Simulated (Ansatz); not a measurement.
**BAs in Ansatz: the effect of functional**

The system is BAs.

```
As B
1.0
     0.00000    2.38850    2.38850
     2.38850    0.00000    2.38850
     2.38850    2.38850    0.00000
As B
1 1
Direct
  0.75000 0.75000 0.75000
  0.00000 0.00000 0.00000
```

Alike in all runs:

```yaml
Program: Ansatz 0.2.0
Task: single point
Potentials_or_basis: all-electron PAW datasets made for the crystal
k_mesh: 8 × 8 × 8
Occupations: fermi-dirac, width 0.05 eV
Spin: no spin polarisation
```

Problem. One run gave: gap on the mesh 1.84 eV. Which functional did it use?
A. PBEsol
B. HSE06
C. PBE0
D. PBE

Solution. B.

| functional | cutoff | gap on the mesh (eV) |
| --- | --- | --- |
| PBE | 260 eV | 1.20 |
| PBEsol | 260 eV | 1.10 |
| HSE06 | 380 eV | 1.84 |
| PBE0 | 380 eV | 2.51 |

A k mesh can miss the band edges.

Not every run made on this cell is shown here.
